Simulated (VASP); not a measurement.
Input of a VASP 6.6.1 run:

File POSCAR:

```
Zn
1.0
    0.0000000000      1.9655130775      1.9655130775
    1.9655130775      0.0000000000      1.9655130775
    1.9655130775      1.9655130775      0.0000000000
Zn
1
Direct
    0.0000000000      0.0000000000      0.0000000000
```

Contents of INCAR.step1:

```
PREC = Accurate ; ENCUT = 520
ISMEAR = 0 ; SIGMA = 0.05
LREAL = F ; LASPH = T
NELM = 60 ; NBANDS = 12
GGA = PE ; ALGO = Normal
EDIFF = 1E-4 ; LWAVE = T
LCHARG = F
```

The input INCAR.step2:

```
PREC = Accurate ; ENCUT = 520
EDIFF = 1E-6 ; ISMEAR = 0
SIGMA = 0.05 ; LREAL = F
LASPH = T ; NELM = 60
ALGO = Normal ; ISIF = 2
LWAVE = F ; LCHARG = F
METAGGA = R2SCAN ; LMIXTAU = T
NBANDS = 12 ; ISTART = 1
```

The input KPOINTS:

```
Automatic mesh
0
Gamma
  18 18 18
```

Potentials or basis: VASP PAW PBE potentials, release 64 (Zn).

The run is started by

```console
$ cat potpaw_PBE.64/Zn/POTCAR > POTCAR
$ cp INCAR.step1 INCAR
$ mpirun -np 1 vasp_std > vasp.out
$ cp INCAR.step2 INCAR
$ mpirun -np 1 vasp_std > vasp.out
```

(1) Estimate the pressure.

(2) What does it give for the band gap on the k mesh?

Answers

(1) -4.2 GPa.

(2) none (metal or under the smearing width).

Caveat: the PAW data sets were made with another functional, which shifts forces and pressure a little.
